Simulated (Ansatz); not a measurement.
This log comes from Ansatz, run on CdS in the zincblende structure. The cell was relaxed with r2SCAN and then strained (uniaxial +2.0 % along z, other directions held), with the atoms relaxed again with r2SCAN; k points keep the names of the unstrained zone.

Structure:
```xyz
2
Lattice="0.0000 2.9392 2.9980 2.9392 0.0000 2.9980 2.9392 2.9392 0.0000" Properties=species:S:1:pos:R:3 pbc="T T T"
Cd    0.0000    0.0000    0.0000
S     1.4696    1.4696    1.4990
```

Output, abridged:
```
scf.n_extra_bands = 4 over 13 filled bands (N_el = 26.0): the run solves 17 bands
Pseudopotential: Cd, paw, valence charge 20, recommended cutoff 420 eV (normal)
Pseudopotential: S, paw, valence charge 6, recommended cutoff 420 eV (normal)
Functional definition: PBE
Crystal: 2 atoms, lattice volume = 51.799 Å³
Basis set: ecut = 420 eV, 975 PW (Γ)
Symmetry: 8 space group operations
Space group: I-4m2 (ITA 119)
k-points: 59 of 512 (time reversal used)
preconditioner: auto → none  [insulator: Δε(μ)=1.024 eV  σ=0.020 eV  ℏωp=21.9 eV]
SCF 1 converged in 6 iterations: F = -9157.827437 eV  dr2 = 1.95e-9
SCF converged after 6 iterations
Free energy (F): -9157.827437 eV
Fermi energy:    6.858520 eV
--- Forces (eV/Å), atoms counted from 1 ---
  atom   1  Cd      0.00000      0.00000      0.00000
  atom   2  S       0.00000      0.00000      0.00000
--- Stress (GPa, compression-positive) ---
        0.378139       0.000000       0.000000
        0.000000       0.378139       0.000000
        0.000000       0.000000      -0.023542
  P = ⅓ Tr σ = 0.2442 GPa (2.442 kbar)
--- Band table (eV; the first three rows and the last of 59) ---
  k-point 0: bands = […, -1.2565, -0.8402, -0.8337, 6.2758, 6.3356, 6.3356, 7.3667, 12.8490, 12.8504, 12.8504]
  k-point 1: bands = […, -1.2078, -0.8403, -0.8352, 5.3201, 6.1817, 6.2269, 8.2003, 12.5750, 13.0312, 13.0444]
  k-point 2: bands = […, -1.0281, -0.8330, -0.8326, 3.9278, 5.9224, 5.9815, 9.0004, 12.5335, 13.2996, 13.3647]
  k-point 58: bands = […, -0.9514, -0.7628, -0.4574, 2.4797, 4.6364, 4.6364, 9.9887, 10.7154, 15.2072, 16.8592]
```

The file bands.tsv (bands near the Fermi energy, numbered from 0, rounded):
```tsv
# k_distance	band_8	band_9	band_10	band_11	band_12	band_13	band_14	band_15	band_16
# fermi_ev = 6.858520
# [0, 0, 0] at k_distance = 0.000000
# [-0.5, -0.5, 0] at k_distance = 1.047896
# [-0.375, -0.375, 0.25] at k_distance = 1.425794
# [-0.375, 0, 0.375] at k_distance = 2.078209
# [0, 0, 0.5] at k_distance = 2.730625
# [-0.5, -0.25, 0.25] at k_distance = 3.479046
# levels_relative_to = fermi_ev
0.000	-7.699	-7.692	-0.583	-0.523	-0.523	0.508	5.991	5.992	5.992
1.048	-7.621	-7.316	-4.379	-2.222	-2.222	3.130	3.857	8.349	10.001
1.426	-7.658	-7.191	-4.310	-2.888	-1.900	3.767	4.850	7.757	8.403
2.078	-7.655	-7.173	-4.248	-2.881	-1.973	3.654	4.775	7.859	8.352
2.731	-7.659	-7.353	-4.683	-1.272	-1.194	2.400	6.377	6.521	6.788
3.479	-7.686	-7.137	-4.252	-2.622	-2.570	4.716	4.919	6.672	7.524
```
In order the rows are Γ, X, U, K, L, W.

Task: Write the input file that gave this output.

Result:
```yaml
crystal:
  # lattice and atoms as above
kpoints:
  mp_grid: { grid: [8, 8, 8] }
  band_path:
    path:
      - [0.0, 0.0, 0.0]
      - [-0.5, -0.5, 0.0]
      - [-0.375, -0.375, 0.25]
      - [-0.375, 0.0, 0.375]
      - [0.0, 0.0, 0.5]
      - [-0.5, -0.25, 0.25]
    npoints: 1
hamiltonian:
  xc: pbe
scf:
  occupations: { method: fermi_dirac, width: 0.02 }
  n_extra_bands: 4
output:
  forces: true
  stress: true
  eigenvalues: true
```
A single point prints forces and stress when the output block asks for them. Keys that only write grids to files are left aside. Not every key shows in the log; this is the file that was used, less any keys that only write grids.

Command: `ansatz run input.yaml --threads 2 --pin off --max-ram 28569MiB --backend cpu --events-out ev --progress --plain --runs-dir out`. Wall time 2 s on 2 threads of AMD EPYC 7R13 Processor (Zen 3) (shared host), load about 1.4 per core; peak host memory 0.49 GiB.

No spin polarisation and no zero-point or thermal motion.

Spin-orbit coupling is left out.
